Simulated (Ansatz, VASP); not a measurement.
**TePb in VASP and in Ansatz**

```
Pb Te
1.0
     0.04357    3.31141    3.31141
     3.31141    0.04357    3.31141
     3.31141    3.31141    0.04357
Pb Te
1 1
Direct
  0.00000 0.00000 0.00000
  0.50000 0.50000 0.50000
```

Change from the starting cell: shear_111 strain +2.0%.

Alike in both runs: task single point; functional r2SCAN; k mesh 8 × 8 × 8; no spin polarisation.

|  | VASP | Ansatz |
| --- | --- | --- |
| version | VASP 6.6.1 | Ansatz 0.2.0 |
| potentials or method | VASP PAW PBE potentials, release 64 (Pb_d, Te) | plane waves, PAW |
| plane-wave cutoff (eV) | 520 | 500 |
| occupations | gaussian, width 0.01 eV | fixed |
| valence electrons in the cell | 20 | 30 |

```tsv
	VASP	Ansatz	Ansatz less VASP
gap on the k mesh at the Fermi level (eV)	1.00	1.00	-0.003
pressure (GPa)	-0.8	-0.8	+0.02
largest component of the traceless stress (GPa)	0.21	0.21	0.000
```

The two sets of potentials don't hold the same shells in valence.

Caveats: the PAW data sets were made with another functional, which shifts forces and pressure a little (VASP); spin-orbit coupling is left out, which as a rule narrows the gap of such compounds by several tenths of an eV. A k mesh can miss the band edges.
